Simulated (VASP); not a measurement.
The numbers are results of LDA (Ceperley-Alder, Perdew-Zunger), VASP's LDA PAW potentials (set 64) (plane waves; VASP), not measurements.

VASP input:

INCAR:
```
! general
SYSTEM   = CsCl
PREC     = Accurate
ENCUT    = 400
LREAL    = F
LASPH    = T

! electronic loop
EDIFF    = 1E-8
NELM     = 100
ALGO     = Normal
LMAXMIX  = 4

! smearing
ISMEAR   = 0
SIGMA    = 0.01

! ions
IBRION   = 8
NSW      = 1

! output
LWAVE    = F
LCHARG   = F

! other
LEPSILON = T
```

### KPOINTS
```
Automatic mesh
0
G
  7 7 7
0 0 0
```

POSCAR:
```
CsCl
3.9738750
  1.0000001198   0.0000000000   0.0000000000
  0.0000000000   1.0000001198   0.0000000000
  0.0000000000   0.0000000000   1.0000001198
Cs Cl
1 1
Direct
  0.0000000000   0.0000000000   0.0000000000
  0.5000000000   0.5000000000   0.5000000000
```

POTCAR, in this order: Cs_sv Cl (LDA.64 set). Program: vasp_std.

Output

File OUTCAR:
```
 ion  position               nearest neighbor table
   1  0.000  0.000  0.000-
   2  0.500  0.500  0.500-
  LATTYP: Found a simple cubic cell.
 ALAT       =     3.9738754760
 Subroutine PRICEL returns:
 Original cell was already a primitive cell.
 Subroutine GETGRP returns: Found 48 space group operations
The static configuration has the point symmetry O_h .
The dynamic configuration has the point symmetry O_h .
 Subroutine INISYM returns: Found 48 space group operations
 Subroutine IBZKPT returns following result:
 Found     20 irreducible k-points:

 Following reciprocal coordinates:
            Coordinates               Weight
  0.000000  0.000000  0.000000      1.000000
  0.142857  0.000000  0.000000      6.000000
  0.285714  0.000000  0.000000      6.000000
  0.428571  0.000000  0.000000      6.000000
  0.142857  0.142857  0.000000     12.000000
  0.285714  0.142857  0.000000     24.000000
  0.428571  0.142857  0.000000     24.000000
  0.285714  0.285714  0.000000     12.000000
  0.428571  0.285714  0.000000     24.000000
...
```

**OSZICAR**
```
...
       N       E                     dE             d eps       ncg     rms          rms(c)
RMM:   1    -0.561044108991E+00   -0.56104E+00   -0.17205E+00   915   0.386E+00
RMM:   2    -0.561822765877E+00   -0.77866E-03   -0.90429E-03   827   0.536E-01
RMM:   3    -0.561881866900E+00   -0.59101E-04   -0.13683E-04   838   0.585E-02
RMM:   4    -0.561883460614E+00   -0.15937E-05   -0.37620E-06   857   0.899E-03
RMM:   5    -0.561883502204E+00   -0.41590E-07   -0.12121E-07   806   0.142E-03
RMM:   6    -0.561883503352E+00   -0.11479E-08   -0.54709E-09   664   0.255E-04
 Linear response to external field, progress :
  Direction:   1
       N       E                     dE             d eps       ncg     rms          rms(c)
RMM:   1    -0.434370823517E+00   -0.43437E+00   -0.12415E+00  1872   0.353E+00
RMM:   2    -0.434332482059E+00    0.38341E-04   -0.78542E-03  1666   0.533E-01    0.132E+00
RMM:   3    -0.388615155776E+00    0.45717E-01   -0.74052E-02  1609   0.144E+00    0.635E-01
RMM:   4    -0.395068004762E+00   -0.64528E-02   -0.41364E-02  1653   0.107E+00    0.191E-01
RMM:   5    -0.404131988800E+00   -0.90640E-02   -0.11191E-03  1649   0.256E-01    0.220E-02
RMM:   6    -0.404249690000E+00   -0.11770E-03   -0.87970E-05  1699   0.510E-02    0.990E-03
RMM:   7    -0.404549973847E+00   -0.30028E-03   -0.98867E-06  1742   0.196E-02    0.393E-03
RMM:   8    -0.404548583425E+00    0.13904E-05   -0.47234E-06  1678   0.977E-03    0.306E-03
RMM:   9    -0.404589960879E+00   -0.41377E-04   -0.32066E-07  1707   0.341E-03    0.515E-04
RMM:  10    -0.404595574671E+00   -0.56138E-05   -0.77267E-08  1744   0.131E-03    0.108E-04
RMM:  11    -0.404595714179E+00   -0.13951E-06   -0.49693E-07  1576   0.292E-04    0.349E-05
RMM:  12    -0.404595218616E+00    0.49556E-06   -0.15725E-07  1098   0.773E-05    0.232E-05
RMM:  13    -0.404595030584E+00    0.18803E-06   -0.30006E-08   833   0.550E-05    0.136E-05
RMM:  14    -0.404594972924E+00    0.57660E-07    0.28820E-08   798   0.591E-05    0.451E-06
 Linear response to external field, progress :
  Direction:   2
       N       E                     dE             d eps       ncg     rms          rms(c)
RMM:   1    -0.434359563910E+00   -0.43436E+00   -0.12414E+00  1874   0.353E+00
RMM:   2    -0.434331763273E+00    0.27801E-04   -0.78748E-03  1662   0.533E-01    0.132E+00
RMM:   3    -0.388613687643E+00    0.45718E-01   -0.74066E-02  1608   0.144E+00    0.635E-01
RMM:   4    -0.395077480347E+00   -0.64638E-02   -0.41492E-02  1654   0.107E+00    0.191E-01
RMM:   5    -0.404146606499E+00   -0.90691E-02   -0.11331E-03  1649   0.256E-01    0.222E-02
RMM:   6    -0.404248801939E+00   -0.10220E-03   -0.90720E-05  1702   0.514E-02    0.998E-03
RMM:   7    -0.404549416184E+00   -0.30061E-03   -0.10171E-05  1738   0.197E-02    0.401E-03
RMM:   8    -0.404549177127E+00    0.23906E-06   -0.47306E-06  1685   0.976E-03    0.307E-03
RMM:   9    -0.404589718414E+00   -0.40541E-04   -0.28749E-07  1718   0.329E-03    0.543E-04
RMM:  10    -0.404595620029E+00   -0.59016E-05   -0.91180E-08  1742   0.133E-03    0.110E-04
RMM:  11    -0.404595689456E+00   -0.69427E-07   -0.32971E-07  1581   0.298E-04    0.357E-05
RMM:  12    -0.404595217490E+00    0.47197E-06    0.75038E-08  1103   0.758E-05    0.242E-05
RMM:  13    -0.404595024567E+00    0.19292E-06   -0.87014E-08   845   0.541E-05    0.134E-05
RMM:  14    -0.404594959586E+00    0.64981E-07    0.13184E-08   817   0.595E-05    0.412E-06
 Linear response to external field, progress :
  Direction:   3
       N       E                     dE             d eps       ncg     rms          rms(c)
RMM:   1    -0.434335594483E+00   -0.43434E+00   -0.12412E+00  1877   0.353E+00
RMM:   2    -0.434331080839E+00    0.45136E-05   -0.78222E-03  1666   0.530E-01    0.132E+00
RMM:   3    -0.388612541689E+00    0.45719E-01   -0.74001E-02  1607   0.144E+00    0.635E-01
RMM:   4    -0.395073644180E+00   -0.64611E-02   -0.41408E-02  1655   0.107E+00    0.191E-01
RMM:   5    -0.404144695597E+00   -0.90711E-02   -0.11253E-03  1650   0.256E-01    0.221E-02
RMM:   6    -0.404247518474E+00   -0.10282E-03   -0.89868E-05  1696   0.512E-02    0.994E-03
RMM:   7    -0.404548562406E+00   -0.30104E-03   -0.98750E-06  1739   0.195E-02    0.395E-03
RMM:   8    -0.404549619807E+00   -0.10574E-05   -0.46775E-06  1679   0.971E-03    0.307E-03
RMM:   9    -0.404589879584E+00   -0.40260E-04   -0.31171E-07  1705   0.338E-03    0.532E-04
RMM:  10    -0.404595621042E+00   -0.57415E-05    0.91973E-08  1741   0.133E-03    0.112E-04
RMM:  11    -0.404595699211E+00   -0.78169E-07    0.46452E-07  1572   0.301E-04    0.358E-05
RMM:  12    -0.404595200952E+00    0.49826E-06   -0.41793E-09  1099   0.777E-05    0.246E-05
RMM:  13    -0.404595002663E+00    0.19829E-06   -0.94116E-11   856   0.560E-05    0.136E-05
RMM:  14    -0.404594943929E+00    0.58734E-07    0.11885E-08   846   0.619E-05    0.372E-06
 Linear response DOF=           2
 Linear response progress:
  Degree of freedom:   1/  2
       N       E                     dE             d eps       ncg     rms          rms(c)
RMM:   1    -0.169073962456E+00   -0.16907E+00    0.10179E-01  1837   0.195E+00
RMM:   2    -0.170570906309E+00   -0.14969E-02   -0.20887E-03  1546   0.322E-01    0.229E-02
RMM:   3    -0.170569442003E+00    0.14643E-05   -0.55663E-05  1693   0.513E-02    0.104E-02
RMM:   4    -0.170534324784E+00    0.35117E-04   -0.85040E-06  1709   0.182E-02    0.339E-03
RMM:   5    -0.170526406811E+00    0.79180E-05   -0.23759E-07  1755   0.355E-03    0.538E-04
RMM:   6    -0.170525498858E+00    0.90795E-06   -0.66335E-09  1788   0.653E-04    0.166E-04
RMM:   7    -0.170525657194E+00   -0.15834E-06   -0.41387E-09  1697   0.316E-04    0.592E-05
RMM:   8    -0.170525355390E+00    0.30180E-06   -0.28185E-09  1771   0.109E-04    0.288E-05
RMM:   9    -0.170525201383E+00    0.15401E-06   -0.28795E-09  1794   0.403E-05    0.607E-06
RMM:  10    -0.170525218497E+00   -0.17113E-07   -0.19165E-09  1814   0.295E-05    0.338E-06
RMM:  11    -0.170525222001E+00   -0.35048E-08   -0.26140E-10  1718   0.195E-05    0.305E-07
 Linear response progress:
  Degree of freedom:   2/  2
       N       E                     dE             d eps       ncg     rms          rms(c)
RMM:   1    -0.193118518573E+00   -0.19312E+00    0.71765E-03  2022   0.263E+00
RMM:   2    -0.193009877189E+00    0.10864E-03   -0.24410E-03  1520   0.284E-01    0.520E-02
RMM:   3    -0.193482040262E+00   -0.47216E-03   -0.14198E-04  1557   0.608E-02    0.269E-02
RMM:   4    -0.193962781406E+00   -0.48074E-03   -0.94184E-05  1535   0.450E-02    0.111E-02
RMM:   5    -0.193892435457E+00    0.70346E-04   -0.64684E-06  1659   0.152E-02    0.214E-03
RMM:   6    -0.193935844943E+00   -0.43409E-04   -0.99241E-07  1640   0.442E-03    0.111E-03
RMM:   7    -0.193925807601E+00    0.10037E-04   -0.34485E-08  1686   0.994E-04    0.342E-04
RMM:   8    -0.193926132678E+00   -0.32508E-06   -0.13891E-09  1721   0.279E-04    0.761E-05
RMM:   9    -0.193927670155E+00   -0.15375E-05    0.31354E-09  1672   0.169E-04    0.254E-05
RMM:  10    -0.193927047230E+00    0.62293E-06    0.41820E-08  1659   0.696E-05    0.442E-06
RMM:  11    -0.193927017222E+00    0.30009E-07   -0.21112E-07  1732   0.311E-05    0.135E-06
RMM:  12    -0.193927033276E+00   -0.16055E-07   -0.16900E-07  1463   0.223E-05    0.382E-07
RMM:  13    -0.193927036317E+00   -0.30405E-08   -0.28561E-08  1265   0.210E-05    0.182E-07
 Linear response finished
```

**OUTCAR**
```
------------------------ aborting loop because EDIFF is reached ----------------------------------------

 HEAD OF MICROSCOPIC STATIC DIELECTRIC TENSOR (INDEPENDENT PARTICLE, excluding Hartree and local field effects)
 ------------------------------------------------------
           3.505106    -0.000000     0.000000
           0.000000     3.505106     0.000000
           0.000000    -0.000000     3.505106
 ------------------------------------------------------

 MACROSCOPIC STATIC DIELECTRIC TENSOR (including local field effects in DFT)
 ------------------------------------------------------
           3.151433     0.000000     0.000000
           0.000000     3.151433     0.000000
          -0.000000    -0.000000     3.151433
 ------------------------------------------------------

 PIEZOELECTRIC TENSOR (including local field effects)  for field in x, y, z        (e  Angst)
          XX          YY          ZZ          XY          YZ          ZX
  --------------------------------------------------------------------------------
  x     0.00000     0.00000     0.00000     0.00000     0.00000     0.00000
  y     0.00000     0.00000     0.00000     0.00000     0.00000     0.00000
  z     0.00000     0.00000     0.00000     0.00000     0.00000     0.00000

 PIEZOELECTRIC TENSOR (including local field effects)  for field in x, y, z        (C/m^2)
          XX          YY          ZZ          XY          YZ          ZX
  --------------------------------------------------------------------------------
  x     0.00000     0.00000     0.00000     0.00000     0.00000     0.00000
  y     0.00000     0.00000     0.00000     0.00000     0.00000     0.00000
  z     0.00000     0.00000     0.00000     0.00000     0.00000     0.00000

 BORN EFFECTIVE CHARGES (including local field effects) (in |e|, cummulative output)
 ---------------------------------------------------------------------------------
 ion    1
    1     1.34735     0.00000    -0.00000
    2     0.00000     1.34735     0.00000
    3    -0.00000    -0.00000     1.34735
 ion    2
    1    -1.34735    -0.00000     0.00000
    2    -0.00000    -1.34735    -0.00000
    3     0.00000     0.00000    -1.34735

   1 f  =    3.352283 THz    21.063014 2PiTHz  111.820117 cm-1    13.863921 meV
             X         Y         Z           dx          dy          dz
      0.000000  0.000000  0.000000    -0.461558    0.000000    0.000000
      1.986938  1.986938  1.986938     0.887110   -0.000000    0.000000

   2 f  =    3.352283 THz    21.063014 2PiTHz  111.820117 cm-1    13.863921 meV
             X         Y         Z           dx          dy          dz
      0.000000  0.000000  0.000000     0.000000    0.461558   -0.000000
      1.986938  1.986938  1.986938    -0.000000   -0.887110    0.000000

   3 f  =    3.352283 THz    21.063014 2PiTHz  111.820117 cm-1    13.863921 meV
             X         Y         Z           dx          dy          dz
      0.000000  0.000000  0.000000    -0.000000   -0.000000   -0.461558
      1.986938  1.986938  1.986938     0.000000    0.000000    0.887110

   4 f/i=    0.010043 THz     0.063099 2PiTHz    0.334983 cm-1     0.041533 meV
             X         Y         Z           dx          dy          dz
      0.000000  0.000000  0.000000    -0.000000    0.887110   -0.000000
      1.986938  1.986938  1.986938     0.000000    0.461558    0.000000

   5 f/i=    0.010043 THz     0.063099 2PiTHz    0.334983 cm-1     0.041533 meV
             X         Y         Z           dx          dy          dz
      0.000000  0.000000  0.000000    -0.000000   -0.000000   -0.887110
      1.986938  1.986938  1.986938     0.000000    0.000000   -0.461558

   6 f/i=    0.010043 THz     0.063099 2PiTHz    0.334983 cm-1     0.041533 meV
             X         Y         Z           dx          dy          dz
      0.000000  0.000000  0.000000    -0.887110    0.000000   -0.000000
      1.986938  1.986938  1.986938    -0.461558   -0.000000    0.000000

 MACROSCOPIC STATIC DIELECTRIC TENSOR IONIC CONTRIBUTION
 ------------------------------------------------------
           4.050398    -0.000000     0.000000
          -0.000000     4.050398     0.000000
           0.000000     0.000000     4.050398
 ------------------------------------------------------

 ELASTIC MODULI CONTR FROM IONIC RELAXATION (kBar)
 Direction    XX          YY          ZZ          XY          YZ          ZX
 --------------------------------------------------------------------------------
 XX           0.0000      0.0000      0.0000      0.0000      0.0000      0.0000
 YY           0.0000      0.0000      0.0000      0.0000      0.0000      0.0000
 ZZ           0.0000      0.0000      0.0000      0.0000      0.0000      0.0000
 XY           0.0000      0.0000      0.0000      0.0000      0.0000      0.0000
 YZ           0.0000      0.0000      0.0000      0.0000      0.0000      0.0000
 ZX           0.0000      0.0000      0.0000      0.0000      0.0000      0.0000
 --------------------------------------------------------------------------------

 PIEZOELECTRIC TENSOR IONIC CONTR  for field in x, y, z        (C/m^2)
          XX          YY          ZZ          XY          YZ          ZX
  --------------------------------------------------------------------------------
  x     0.00000     0.00000     0.00000     0.00000     0.00000     0.00000
  y     0.00000     0.00000     0.00000     0.00000     0.00000     0.00000
  z     0.00000     0.00000     0.00000     0.00000     0.00000     0.00000
```
(Selected blocks of OUTCAR.)

The compound is CsCl in the CsCl type structure. It was relaxed first, which changed the volume by -10 %.
